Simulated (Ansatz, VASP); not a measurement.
AlN in VASP and in Ansatz

```
Al N
1.0
    -0.05286    1.95957    1.95957
     1.95957   -0.05286    1.95957
     1.95957    1.95957   -0.05286
Al N
1 1
Cartesian
  1.9331 1.9331 1.9331
  0.0000 0.0000 0.0000
```

Alike in both runs: task single point; functional PBEsol; k mesh 10 × 10 × 10; occupations gaussian, width 0.05 eV; no spin polarisation.

|  | VASP | Ansatz |
| --- | --- | --- |
| version | VASP 6.6.1 | Ansatz 0.2.0 |
| potentials or method | VASP PAW PBE potentials, release 64 (Al, N) | scalar-relativistic, plane waves, PAW |
| plane-wave cutoff (eV) | 520 | 520 |
| valence electrons in the cell | 8 | 8 |

|  | VASP | Ansatz | Ansatz less VASP |
| --- | --- | --- | --- |
| gap on the k mesh at the Fermi level (eV) | 4.24 | 4.24 | -0.001 |
| least direct gap on the mesh (eV) | 6.01 | 5.99 | -0.023 |
| pressure (GPa) | 16.3 | 16.2 | -0.13 |
| largest component of the traceless stress (GPa) | 8.60 | 8.59 | -0.007 |

The functional is the same, so the differences come from potentials, cutoffs and numerics. Ansatz warned: «pseudo_functional_mismatch».

Caveats: so large a pressure means that the cell lies far from this level's equilibrium, or that cutoff or potentials fall short (VASP); the potentials were made for another functional, which shifts forces and pressure (VASP). A k mesh can miss the band edges.
